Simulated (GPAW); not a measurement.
The system is Fe2Ge.

```
Ge Fe
1.0
     4.16363    0.00000    0.00000
    -2.08182    3.60581    0.00000
     0.00000    0.00000    2.62647
Ge Fe
1 2
Direct
  0.00000 0.00000 0.00000
  0.33333 0.66667 0.50000
  0.66667 0.33333 0.50000
```

The cell comes from a database or a generator and needn't be the stable form of this composition.

Base run:

- Program: GPAW 26.7.0
- Functional: PBEsol
- Potentials or basis: PAW data sets generated in the run's folder for this functional
- Cutoff: 600 eV
- Basis: pw
- k mesh: 6 × 6 × 7
- Occupations: fermi-dirac, width 0.05 eV
- Spin: collinear spin, ferromagnetic start
- Starting moments: [0.0, 3.0, 3.0] μB
- Hubbard terms: Fe d U = 8 eV

Its results: pressure 27.3 GPa; net moment 6.54 μB per cell; site moments Ge -0.02; Fe +3.33 μB.

**Question.** The run is repeated on the same cell with these changes: hubbard terms from Fe d U = 8 eV to Fe d U = 3 eV. What comes out?

**Answer.** Pressure 3.5 GPa; net moment 5.74 μB per cell; site moments Ge -0.00; Fe +2.88 μB.

Caveats: the U is typed as a test and isn't derived for this compound.
